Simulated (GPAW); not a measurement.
## C: equation of state with optB88-vdW

**Experimental background.**

“Equation of state of cubic boron nitride at high pressures and temperatures”, 2007, arxiv:cond-mat/0702656 quotes, for a bulk crystal of C: bulk modulus 444.8 ± 0.8 GPa.

C:

```
C
1.0
     0.00000    1.78337    1.78337
     1.78337    0.00000    1.78337
     1.78337    1.78337    0.00000
C
2
Direct
  0.25000 0.25000 0.25000
  0.00000 0.00000 0.00000
```

This isn't the form of C at room conditions, which is graphite.

| Item | Value |
| --- | --- |
| Program | GPAW 26.7.0 |
| Task | equation of state |
| Functional | optB88-vdW |
| Potentials or basis | GPAW PAW data sets (gpaw-data 1.2.1) |
| Cutoff | 800 eV |
| Basis | pw |
| k mesh | 10 × 10 × 10 |
| Occupations | fermi-dirac, width 0.05 eV |
| Spin | no spin polarisation |

```json
{
 "Equilibrium volume": "5.71 Å³/atom",
 "Bulk modulus": "430 GPa",
 "Pressure derivative of the bulk modulus": "3.6"
}
```

Energy against volume, from the lowest point:
```
volume (Å³/atom)  energy (meV/atom)
           5.332              37.74
           5.445              17.87
           5.558               5.53
           5.672               0.00
           5.785               0.73
           5.899               7.23
           6.012              18.87
```

Wall time 49 s on 1 thread of Arm Neoverse V1, with other jobs on the host, peak memory 0.16 GiB.

Against the measured bulk modulus of C, 444.8 GPa (quoted in “Equation of state of cubic boron nitride at high pressures and temperatures”, 2007, arxiv:cond-mat/0702656), the calculated 430 GPa is off by -3.4 %. 3 values of this kind are on record (442 to 444.8 GPa); this one was drawn at random among those near their median, those with a stated uncertainty first. The fit is for a static lattice scaled at fixed shape and fixed fractional positions. The cell as given is a measured one (5.67 Å³/atom); optB88-vdW puts the equilibrium volume +0.7 % from it, thermal expansion not counted.

Caveat: the PAW data sets were made with another functional, which shifts forces and pressure a little.
